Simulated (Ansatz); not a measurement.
Crystal: Re.

```
Re
1.0
     2.76080    0.00000    0.00000
    -1.38040    2.39092    0.00000
     0.00000    0.00000    4.45820
Re
2
Direct
  0.66667 0.33333 0.75000
  0.33333 0.66667 0.25000
```

Base run:

- Program: Ansatz 0.2.0
- Functional: PBEsol
- Potentials or basis: Ansatz PAW
- Cutoff: 420 eV (not typed: the program's choice for these potentials)
- k mesh: 11 × 11 × 6
- Occupations: fermi-dirac, width 0.05 eV
- Spin: spin-orbit coupling, no magnetisation

Its results: band gap on the k mesh none (metal or under the smearing width); pressure -3.5 GPa.

The run is repeated on the same cell with these changes: spin from spin-orbit coupling, no magnetisation to no spin polarisation; potential files from those of the base run to others of the same set. What comes out?

Band gap on the k mesh none (metal or under the smearing width); pressure -4.2 GPa.

Caveats: the PAW data sets come from PBE, with cores solved anew for the run's functional, which leaves a small shift of forces and pressure; spin-orbit coupling is left out, which moves the levels of the heavy elements (some runs).
